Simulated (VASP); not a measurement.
# Se (Pm-3m) in VASP: a series of runs, part 2 of 2

VASP 6.6.1. The steps go on from the part before.

**4. Single point, PBE**

The input, INCAR:

```
ADDGRID = F
ALGO = Normal
EDIFF = 1E-6
ENCUT = 220
GGA = PE
ISIF = 2
ISMEAR = 0
LASPH = T
LCHARG = F
LREAL = F
LWAVE = F
NELM = 100
PREC = Accurate
SIGMA = 0.05
```

The input, KPOINTS:

```
k-points
0
Gamma
  2 2 2
```

The input, POSCAR:

```
Se
1.0
    2.8105630200      0.0000000000      0.0000000000
    0.0000000000      2.8105630200      0.0000000000
    0.0000000000      0.0000000000      2.8105630200
Se
1
Direct
    0.0000000000      0.0000000000      0.0000000000
```

Potentials or basis: VASP PAW PBE potentials, release 64 (Se).

On the command line:

```bash
$ cat potpaw_PBE.64/Se/POTCAR > POTCAR
$ mpirun -np 1 vasp_std > vasp.out
```

OUTCAR:

```text
EDIFF = 1E-6
   ENCUT = 220
   GGA = PE
   ISIF = 2
   ISMEAR = 0
   LASPH = T
   LREAL = F
   NELM = 100
   PREC = Accurate

 Found      4 irreducible k-points:

 Following reciprocal coordinates:
            Coordinates               Weight
  0.000000  0.000000  0.000000      1.000000
  0.500000  0.000000  0.000000      3.000000
  0.500000  0.500000  0.000000      3.000000
  0.500000  0.500000  0.500000      1.000000
   k-points           NKPTS =      4   k-points in BZ     NKDIM =      4   number of bands    NBANDS=      7
   number of dos      NEDOS =    301   number of ions     NIONS =      1
   total plane-waves  NPLWV =   2744
   dimension x,y,z NGX =    14 NGY =   14 NGZ =   14
   dimension x,y,z NGXF=    28 NGYF=   28 NGZF=   28
   ions per type =               1
   NGX,Y,Z   is equivalent  to a cutoff of   8.28,  8.28,  8.28 a.u.
   NGXF,Y,Z  is equivalent  to a cutoff of  16.56, 16.56, 16.56 a.u.
 SYSTEM =  unknown system
   PREC   = accura    normal or accurate (medium, high low for compatibility)
   ISTART =      0    job   : 0-new  1-cont  2-samecut
   ICHARG =      2    charge: 1-file 2-atom 10-const
   ISPIN  =      1    spin polarized calculation?
   LNONCOLLINEAR =      F non collinear calculations
   LSORBIT =      F    spin-orbit coupling
   LASPH  =      T    aspherical Exc in radial PAW
   ENCUT  =  220.0 eV  16.17 Ry    4.02 a.u.   3.40  3.40  3.40*2*pi/ulx,y,z
   NELM   =    100;   NELMIN=  2; NELMDL= -5     # of ELM steps
   EDIFF  = 0.1E-05   stopping-criterion for ELM
   LREAL  =      F    real-space projection
   EDIFFG = 0.1E-04   stopping-criterion for IOM
   NSW    =      0    number of steps for IOM
   IBRION =     -1    ionic relax: 0-MD 1-quasi-New 2-CG
   NFREE  =      0    steps in history (QN), initial steepest desc. (CG)
   ISIF   =      2    stress and relaxation
   ISYM   =      2    0-nonsym 1-usesym 2-fastsym
   POTIM  = 0.5000    time-step for ionic-motion
   TEBEG  =    0.0;   TEEND  =   0.0 temperature during run
   PSTRESS=    0.0 pullay stress
   NELECT =       6.0000    total number of electrons
   NUPDOWN=      -1.0000    fix difference up-down
   EMIN   =  10.00;   EMAX   =-10.00  energy-range for DOS
   EFERMI =   0.00;   METHOD = LEGACY
   ISMEAR =     0;   SIGMA  =   0.05  broadening in eV -4-tet -1-fermi 0-gaus
   EFERMI_NEDOS =   21; number of points for ismear=-14 and -15
   IALGO  =     38    algorithm
   IMIX   =      4    mixing-type and parameters
     AMIX     =   0.40;   BMIX     =  1.00
     AMIX_MAG =   1.60;   BMIX_MAG =  1.00
  volume/ion in A,a.u.               =      22.20       149.82
  Fermi-wavevector in a.u.,A,eV,Ry     =   1.058438  2.000157 15.242472  1.120290
  Thomas-Fermi vector in A             =   2.193747
   LORBIT       =      0    0 simple, 1 ext, 2 COOP (PROOUT), +10 PAW based schemes
   GGA     = PE    functional components
   LHFCALC =     F    Hartree Fock is set to
   AEXX    =    0.0000 exact exchange contribution
   IVDW    =     0    specifies the selected vdW correction
   LEPSILON=     F    determine dielectric tensor
   LRPA    =     F    only Hartree local field effects (RPA)
 non-spin polarized calculation
 Gauss-broadening in eV      SIGMA  =   0.05
  energy-cutoff  :      220.00
  volume of cell :       22.20
 maximum number of plane-waves:       174
 NGX is ok and might be reduce to    14
   NGX =  7   NGY =  7   NGZ =  7

 number of electron       6.0000012 magnetization

 Free energy of the ion-electron system (eV)
  ---------------------------------------------------
  ext. energy  EPLUGINS =         0.00000000
  ---------------------------------------------------
  free energy    TOTEN  =        -2.89853440 eV

  energy without entropy =       -2.88407039  energy(sigma->0) =       -2.89130239

 E-fermi :   7.7318     XC(G=0):  -9.9959

 val. band max:        6.3235757123   @ k =   0.0000   0.0000   0.0000
 cond. band min:       7.7630136532   @ k =   0.5000   0.5000   0.0000
 fundamental gap:      1.4394379410
 Fermi energy:         7.7318244366

 k-point     1 :       0.0000    0.0000    0.0000
  band No.  band energies     occupation
      1     -11.2815      2.00000
      2       6.3236      2.00000
      3       6.3236      2.00000
      4       6.3236      2.00000
      5      12.6815      0.00000
      6      12.6815      0.00000
      7      12.8716      0.00000

 k-point     2 :       0.5000    0.0000    0.0000
  band No.  band energies     occupation
      1      -9.1559      2.00000
      2      -2.1806      2.00000
      3       7.7834      0.14449
      4       7.7834      0.14449
      5      14.8616      0.00000
      6      16.6377      0.00000
      7      17.5000      0.00000

 k-point     3 :       0.5000    0.5000    0.0000
  band No.  band energies     occupation
      1      -7.0397      2.00000
      2      -0.2106      2.00000
      3      -0.2106      2.00000
      4       7.7630      0.37769
      5       9.1068      0.00000
      6      18.4291      0.00000
      7      20.7296      0.00000

 k-point     4 :       0.5000    0.5000    0.5000
  band No.  band energies     occupation
      1      -4.8696      2.00000
      2       1.5244      2.00000
      3       1.5244      2.00000
      4       1.5244      2.00000
      5      10.7305      0.00000
      6      10.7305      0.00000
      7      10.7305      0.00000

------------------------ aborting loop because EDIFF is reached ----------------------------------------

  FORCE on cell =-STRESS in cart. coord.  units (eV):
  Direction    XX          YY          ZZ          XY          YZ          ZX
  --------------------------------------------------------------------------------------
  -------------------------------------------------------------------------------------
  Total        0.3563728      0.3563728      0.3563728      0.0000000      0.0000000     -0.0000000
  in kB       25.7178806     25.7178806     25.7178806      0.0000000      0.0000000     -0.0000000
  external PRESSURE =      25.7178806 kB  Pullay stress =       0.0000000 kB

 VOLUME and BASIS-vectors are now :
 -----------------------------------------------------------------------------
  energy-cutoff  :      220.00
  volume of cell :       22.20
      direct lattice vectors                 reciprocal lattice vectors
     2.810563020  0.000000000  0.000000000     0.355800597  0.000000000  0.000000000
     0.000000000  2.810563020  0.000000000     0.000000000  0.355800597  0.000000000
     0.000000000  0.000000000  2.810563020     0.000000000  0.000000000  0.355800597

 POSITION                                       TOTAL-FORCE (eV/Angst)
 -----------------------------------------------------------------------------------
      0.00000      0.00000      0.00000         0.000000      0.000000      0.000000
 -----------------------------------------------------------------------------------
    total drift:                                0.000000      0.000000      0.000000

  FREE ENERGIE OF THE ION-ELECTRON SYSTEM (eV)
  ---------------------------------------------------
  free  energy   TOTEN  =        -2.8985343963 eV

  energy  without entropy=       -2.8840703886  energy(sigma->0) =       -2.89130239
```

OSZICAR:

```text
N       E                     dE             d eps       ncg     rms          rms(c)
DAV:   1     0.410531102167E+00    0.41053E+00   -0.17698E+03    70   0.376E+02
DAV:   2    -0.285934234091E+01   -0.32699E+01   -0.25893E+01    70   0.399E+01
DAV:   3    -0.289704240234E+01   -0.37700E-01   -0.37628E-01    63   0.369E+00
DAV:   4    -0.289710906787E+01   -0.66666E-04   -0.66667E-04    70   0.137E-01
DAV:   5    -0.289710924493E+01   -0.17705E-06   -0.17691E-06    70   0.554E-03    0.164E+00
DAV:   6    -0.289746250391E+01   -0.35326E-03   -0.44818E-03    56   0.431E-01    0.926E-01
DAV:   7    -0.289746392049E+01   -0.14166E-05   -0.10559E-03    56   0.220E-01    0.668E-01
DAV:   8    -0.289858828416E+01   -0.11244E-02   -0.66472E-04    56   0.241E-01    0.117E-01
DAV:   9    -0.289854350615E+01    0.44778E-04   -0.40608E-04    56   0.137E-01    0.403E-02
DAV:  10    -0.289853355337E+01    0.99528E-05   -0.13089E-05    70   0.244E-02    0.151E-02
DAV:  11    -0.289853439632E+01   -0.84295E-06   -0.63426E-07    49   0.605E-03
   1 F= -.28985344E+01 E0= -.28913024E+01  d E =-.144640E-01
```

stdout:

```text
POSCAR found type information on POSCAR Se
 POSCAR found :  1 types and       1 ions
 scaLAPACK will be used
 LDA part: xc-table for (Slater+PW92), standard interpolation
 POSCAR, INCAR and KPOINTS ok, starting setup
 FFT: planning ... GRIDC
 FFT: planning ... GRID_SOFT
 FFT: planning ... GRID
 WAVECAR not read
 entering main loop
```

Wall time 1 s (1 thread of Intel Xeon 6975P-C (Granite Rapids), shared host); peak memory 0.1 GiB.

The run converged, but some of its settings lie outside the range that counts as converged, so its numbers aren't taken as properties of the crystal.

Results:

```yaml
Free_energy: -2.8985 eV
Band_gap_on_the_k_mesh: none (metal or under the smearing width)
```

Caveat: the k mesh is coarse (spacing up to 1.12 Å⁻¹), so the values aren't converged; the cutoff is under 1.25 times the usual one of these potentials, so pressure, stress and relaxed cells hold a basis-set (Pulay) error.

**5. Single point, PBE**

INCAR, as its differences from that of step 4:

```diff
@@ -3,3 +3,3 @@
 EDIFF = 1E-6
-ENCUT = 220
+ENCUT = 340
 GGA = PE
```

KPOINTS is that of step 4.

POSCAR is that of step 4.

On the command line:

```bash
$ cat potpaw_PBE.64/Se/POTCAR > POTCAR
$ mpirun -np 1 vasp_std > vasp.out
```

It took 1.2 s on 1 thread of Intel Xeon 6975P-C (Granite Rapids), shared host; peak memory 0.11 GiB.

The run converged, but some of its settings lie outside the range that counts as converged, so its numbers aren't taken as properties of the crystal.

Results:

- Free energy: -2.8972 eV
- Pressure: 2.9 GPa
- Band gap on the k mesh: none (metal or under the smearing width)

Caveat: the k mesh is coarse (spacing up to 1.12 Å⁻¹), so the values aren't converged.

**6. Single point, PBE**

INCAR, as its differences from that of step 5:

```diff
@@ -3,3 +3,3 @@
 EDIFF = 1E-6
-ENCUT = 340
+ENCUT = 400
 GGA = PE
```

KPOINTS is that of step 5.

POSCAR is that of step 5.

Potentials or basis: VASP PAW PBE potentials, release 64 (Se).

On the command line:

```bash
$ cat potpaw_PBE.64/Se/POTCAR > POTCAR
$ mpirun -np 1 vasp_std > vasp.out
```

OUTCAR:

```text
EDIFF = 1E-6
   ENCUT = 400
   GGA = PE
   ISIF = 2
   ISMEAR = 0
   LASPH = T
   LREAL = F
   NELM = 100
   PREC = Accurate

 Found      4 irreducible k-points:

 Following reciprocal coordinates:
            Coordinates               Weight
  0.000000  0.000000  0.000000      1.000000
  0.500000  0.000000  0.000000      3.000000
  0.500000  0.500000  0.000000      3.000000
  0.500000  0.500000  0.500000      1.000000
   k-points           NKPTS =      4   k-points in BZ     NKDIM =      4   number of bands    NBANDS=      7
   number of dos      NEDOS =    301   number of ions     NIONS =      1
   total plane-waves  NPLWV =   5832
   dimension x,y,z NGX =    18 NGY =   18 NGZ =   18
   dimension x,y,z NGXF=    36 NGYF=   36 NGZF=   36
   ions per type =               1
   NGX,Y,Z   is equivalent  to a cutoff of  10.65, 10.65, 10.65 a.u.
   NGXF,Y,Z  is equivalent  to a cutoff of  21.29, 21.29, 21.29 a.u.
 SYSTEM =  unknown system
   PREC   = accura    normal or accurate (medium, high low for compatibility)
   ISTART =      0    job   : 0-new  1-cont  2-samecut
   ICHARG =      2    charge: 1-file 2-atom 10-const
   ISPIN  =      1    spin polarized calculation?
   LNONCOLLINEAR =      F non collinear calculations
   LSORBIT =      F    spin-orbit coupling
   LASPH  =      T    aspherical Exc in radial PAW
   ENCUT  =  400.0 eV  29.40 Ry    5.42 a.u.   4.58  4.58  4.58*2*pi/ulx,y,z
   NELM   =    100;   NELMIN=  2; NELMDL= -5     # of ELM steps
[... 55 lines left out ...]

 k-point     1 :       0.0000    0.0000    0.0000
  band No.  band energies     occupation
      1     -11.2846      2.00000
      2       6.3184      2.00000
      3       6.3184      2.00000
      4       6.3184      2.00000
      5      12.6724      0.00000
      6      12.6724      0.00000
      7      12.8679      0.00000
[... 21 lines left out ...]
 k-point     4 :       0.5000    0.5000    0.5000
  band No.  band energies     occupation
      1      -4.8730      2.00000
      2       1.5193      2.00000
      3       1.5193      2.00000
      4       1.5193      2.00000
      5      10.7231      0.00000
      6      10.7231      0.00000
      7      10.7231      0.00000

------------------------ aborting loop because EDIFF is reached ----------------------------------------

  FORCE on cell =-STRESS in cart. coord.  units (eV):
  Direction    XX          YY          ZZ          XY          YZ          ZX
  --------------------------------------------------------------------------------------
  -------------------------------------------------------------------------------------
  Total        0.3945235      0.3945235      0.3945235     -0.0000000      0.0000000     -0.0000000
  in kB       28.4710515     28.4710515     28.4710515     -0.0000000      0.0000000     -0.0000000
  external PRESSURE =      28.4710515 kB  Pullay stress =       0.0000000 kB

 VOLUME and BASIS-vectors are now :
 -----------------------------------------------------------------------------
  energy-cutoff  :      400.00
  volume of cell :       22.20
      direct lattice vectors                 reciprocal lattice vectors
     2.810563020  0.000000000  0.000000000     0.355800597  0.000000000  0.000000000
     0.000000000  2.810563020  0.000000000     0.000000000  0.355800597  0.000000000
     0.000000000  0.000000000  2.810563020     0.000000000  0.000000000  0.355800597

 POSITION                                       TOTAL-FORCE (eV/Angst)
 -----------------------------------------------------------------------------------
      0.00000      0.00000      0.00000         0.000000      0.000000      0.000000
 -----------------------------------------------------------------------------------
    total drift:                               -0.000000      0.000000      0.000000

  FREE ENERGIE OF THE ION-ELECTRON SYSTEM (eV)
  ---------------------------------------------------
  free  energy   TOTEN  =        -2.8970694654 eV

  energy  without entropy=       -2.8826524334  energy(sigma->0) =       -2.88986095
```

Run time: 1.1 s. Hardware: 1 thread of Intel Xeon 6975P-C (Granite Rapids), shared host; peak memory 0.11 GiB.

These settings aren't checked as converged: the numbers below hold their error.

Results:

```yaml
Free_energy: -2.8971 eV
Pressure: 2.8 GPa
Band_gap_on_the_k_mesh: none (metal or under the smearing width)
```

Caveat: the k mesh is coarse (spacing up to 1.12 Å⁻¹), so the values aren't converged.
